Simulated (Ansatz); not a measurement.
A run of Ansatz 0.2.0 is set up as follows.

The input input.yaml:

```yaml
crystal:
  lattice:
    - [0.0, 2.678, 2.678]
    - [2.678, 0.0, 2.678]
    - [2.678, 2.678, 0.0]
  atoms:
    - { symbol: Co, position: [0.0, 0.0, 0.0] }
    - { symbol: Si, position: [0.75, 0.75, 0.75] }
    - { symbol: Si, position: [0.25, 0.25, 0.25] }
hamiltonian:
  xc: pbesol
  pseudopotentials: { kind: paw }
kpoints:
  mp_grid: { grid: [9, 9, 9] }
scf:
  occupations: { method: fermi_dirac, width: 0.05 }
output:
  forces: true
  stress: true
  eigenvalues: true
```

Potentials or basis: Ansatz PAW.

Launch:

```console
$ ansatz run input.yaml --threads 2 --pin off --max-ram 5632MiB --backend cpu --events-out ev --progress --plain --runs-dir out
```

(1) What does it give for the band gap on the k mesh?

(2) Predict the pressure.

Answers

(1) none (metal or under the smearing width).

(2) -4.4 GPa.

Caveat: the PAW data sets come from PBE, with cores solved anew for the run's functional, which leaves a small shift of forces and pressure.
